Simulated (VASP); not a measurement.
Wanted: the native input for a VASP 6.6.1 run.

| Quantity | Value |
| --- | --- |
| Task | relaxation of the atoms |
| Functional | LDA |
| Potentials or basis | VASP PAW LDA potentials, release 64 (Be, Se) |
| Cutoff | 600 eV |
| k mesh | 10 × 10 × 10 |
| Occupations | gaussian, width 0.03 eV |
| Spin | no spin polarisation |
| Further INCAR settings | ALGO = Fast; EDIFF = 1e-07; IBRION = 2; EDIFFG = -0.01; NSW = 40 |

The structure of BeSe lies in POSCAR:

```
BeSe                                    
1.0
    0.0000000000      2.5437146154      2.5437146154
    2.5437146154      0.0000000000      2.5437146154
    2.5437146154      2.5437146154      0.0000000000
  Be              Se            
     1     1
Direct
     0.0000000000000000    0.0000000000000000    0.0000000000000000
     0.2500000000000000    0.2500000000000000    0.2500000000000000
```

The input as run:

INCAR

```
PREC = Accurate ; ENCUT = 600
EDIFF = 1E-7 ; ISMEAR = 0
SIGMA = 0.03 ; LREAL = False
LASPH = True ; NELM = 80
ALGO = Fast ; ISIF = 2
LWAVE = False ; LCHARG = False
GGA = CA ; IBRION = 2
NSW = 40 ; EDIFFG = -0.01
```

KPOINTS

```
regular mesh
0
Gamma
  10 10 10
```

Potentials or basis: VASP PAW LDA potentials, release 64 (Be, Se).

Command:

```console
$ cat potpaw_LDA.64/Be/POTCAR potpaw_LDA.64/Se/POTCAR > POTCAR
$ mpirun -np 1 vasp_std > vasp.out
```

Results of the run:

- Pressure after relaxing: 0.0 GPa
- Band gap on the k mesh: 2.40 eV, indirect (least direct gap 4.44 eV)

Caveat: the relaxation stopped at its first step, so nothing moved.

Wall time 12 s on 1 thread of Intel(R) Xeon(R) 6975P-C (Granite Rapids), with other jobs on the host, peak memory 0.15 GiB.
